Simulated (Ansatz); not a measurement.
We consider rock-salt LiI, described by PBE (PAW; Ansatz, a program for electronic structure).

Settings: plane-wave cutoff 520 eV, 10×10×10 k mesh, Fermi–Dirac smearing 0.01 eV, scalar-relativistic PAW data made under PBE.

Pressure at four volumes; x = ln(V/27.265 Å³). One pressure is withheld.

```json
[
 {"V (Å³/atom)": "25.630", "x": "-0.0618", "P (GPa)": "?"},
 {"V (Å³/atom)": "26.175", "x": "-0.0408", "P (GPa)": "0.884"},
 {"V (Å³/atom)": "27.265", "x": "0.0000", "P (GPa)": "0.000"},
 {"V (Å³/atom)": "28.901", "x": "0.0583", "P (GPa)": "-1.012"}
]
```

Q: Pass a parabola P(x) through the three rows shown, estimate the bulk modulus and its pressure derivative near zero pressure, and predict the withheld pressure.

A: Slopes between the rows: (0.000 − (0.884))/(0.0000 − (-0.0408)) = -21.67 and (-1.012 − (0.000))/(0.0583 − (0.0000)) = -17.36 GPa. Their difference over the span 0.0991 is c = 4.31/0.0991 = 43.5 GPa, so P(x) = 0.884 + (-21.67)(x − (-0.0408)) + 43.5 (x − (-0.0408))(x − (0.0000)). At the middle row B = −dP/dx = −[-21.67 + 43.5 × 0.0408] = 19.9 GPa, and B′ = dB/dP = 2c/B = 4.4. At x = -0.0618 the parabola gives 1.396 GPa; the run gives 1.405 GPa. The Birch–Murnaghan fit to the energies at all volumes has B0 = 19.8 GPa and B′ = 4.5.

Measured, for comparison: bulk modulus 24 GPa (0 K, extrapolated to 0 K; as tabulated in Doll and Stoll (1998), arXiv:cond-mat/9801031). Computed (rounded) less measured: bulk modulus -17 %.

Spin–orbit coupling is not included.
